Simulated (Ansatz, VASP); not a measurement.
One calculation of Be, two programs

```
Be
1.0
     2.22952    0.00000    0.00000
    -1.11476    1.93082    0.00000
     0.00000    0.00000    3.50833
Be
2
Direct
  0.33333 0.66667 0.25000
  0.66667 0.33333 0.75000
```

Alike in both runs: task single point; functional LDA; k mesh 16 × 16 × 9; occupations methfessel-paxton of order 1, width 0.1 eV; no spin polarisation.

|  | VASP | Ansatz |
| --- | --- | --- |
| version | VASP 6.6.1 | Ansatz 0.2.0 |
| potentials or method | VASP PAW LDA potentials, release 64 (Be) | plane waves (420 eV) with PAW, scalar-relativistic |
| plane-wave cutoff (eV) | 520 | 420 |
| valence electrons in the cell | 4 | 4 |

|  | VASP | Ansatz | Ansatz less VASP |
| --- | --- | --- | --- |
| pressure (GPa) | 0.4 | 0.0 | -0.45 |
| largest component of the traceless stress (GPa) | 0.17 | 0.18 | +0.005 |

Ansatz warned: «pseudo_functional_mismatch».
